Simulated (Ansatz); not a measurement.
The system is Ag.

```
CELL_PARAMETERS angstrom
-1.65565 1.65565 1.65565
1.65565 -1.65565 1.65565
1.65565 1.65565 -1.65565
ATOMIC_POSITIONS crystal
Ag 0.00000 0.00000 0.00000
```

This isn't the form of Ag at room conditions, which is fcc.

Base run:

| Quantity | Value |
| --- | --- |
| Program | Ansatz 0.2.0 |
| Functional | PBEsol |
| Potentials or basis | all-electron LAPW, scalar-relativistic |
| Cutoff | 245 eV (chosen from the basis error) |
| Basis error allowed | 0.001 eV/atom |
| k mesh | 11 × 11 × 11 |
| Occupations | gaussian, width 0.02 eV |
| Spin | no spin polarisation |

Its results: band gap on the k mesh none (metal or under the smearing width); pressure -7.3 GPa.

Task: The run is repeated on the same cell with these changes: functional from PBEsol to PBE. What comes out?

Result: Band gap on the k mesh none (metal or under the smearing width); pressure -0.8 GPa.

PBE binds less tightly than PBEsol, so the same cell stands under more pressure.
